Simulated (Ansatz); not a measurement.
Rutile GeO2, treated with PBE (PAW; Ansatz, a first-principles code).

Run with plane-wave cutoff 520 eV, 8×8×12 k mesh (along the axes of the cell as run), Fermi–Dirac smearing 0.01 eV, scalar-relativistic PAW data made under PBE.

Energies at three volumes about the minimum:

| V (Å³/atom) | E − E_lowest (meV/atom) |
|---|---|
| 9.555 | 2.48 |
| 9.750 | 0.00 |
| 9.945 | 2.24 |

Q: Fit a parabola by hand: where is the minimum, and what is the bulk modulus?

A: Slopes: (0.00 − 2.48)/(9.750 − 9.555) = -12.718 and (2.24 − 0.00)/(9.945 − 9.750) = 11.487 meV/Å³. Curvature E″ = 2 × (11.487 − (-12.718))/(9.945 − 9.555) = 124.128 meV/Å⁶. From the middle of the first interval, the slope vanishes at V0 = 9.6525 − (-12.718)/124.128 = 9.755 Å³/atom. B = V0 E″ = 9.755 × 124.128 meV/Å³ × 0.1602 GPa per meV/Å³ = 194 GPa. The full Birch–Murnaghan fit to all volumes gives V0 = 9.750 Å³/atom and B0 = 193 GPa.

Shape and atoms are relaxed at each volume.

Measured, for comparison: bulk modulus 251 GPa (room temperature, no zero-point or thermal correction, from measured elastic constants; as tabulated in Sevik and Bulutay (2007), arXiv:cond-mat/0610176). Computed (rounded) less measured: bulk modulus -23 %.

Note: the bulk modulus comes from volumes at which shape and atoms were relaxed.
